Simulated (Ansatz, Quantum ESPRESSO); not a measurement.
# TiAl3: 3 runs at one level of theory

```
Ti Al
1.0
    -1.91111    1.91111    4.28067
     1.91111   -1.91111    4.28067
     1.91111    1.91111   -4.28067
Ti Al
1 3
Direct
  0.00000 0.00000 0.00000
  0.25000 0.75000 0.50000
  0.75000 0.25000 0.50000
  0.50000 0.50000 0.00000
```

The cell comes from a database or a generator and needn't be the stable form of this composition.

Alike in all runs: task band structure; functional PBEsol; k mesh 10 × 10 × 10; occupations fermi-dirac, width 0.05 eV; no spin polarisation; no spin-orbit coupling. Pressure is positive in compression and, in plane waves, holds the error of the finite cutoff, which Ansatz's Pulay term estimates and takes out.

| program and potentials | plane-wave cutoff (eV) | notes | band gap (eV) | pressure (GPa) |
| --- | --- | --- | --- | --- |
| Ansatz, Ansatz PAW | 420 | potentials made for PBE, which Ansatz adapts in part; Pulay term of +0.05 GPa included | no gap | -0.49 |
| Quantum ESPRESSO, GBRV 1.5 PBEsol | 612 | - | no gap | -0.68 |
| Quantum ESPRESSO, PseudoDojo 0.4.1 SR PBEsol standard | 1143 | - | no gap | -0.59 |

None finds a gap. The pressure spans -0.68 (Quantum ESPRESSO, GBRV 1.5 PBEsol) to -0.49 GPa (Ansatz, Ansatz PAW).

The functional is the same throughout but for its coding, so the spread measures potentials, basis and numerics; runs on potential files found faulty are left out.
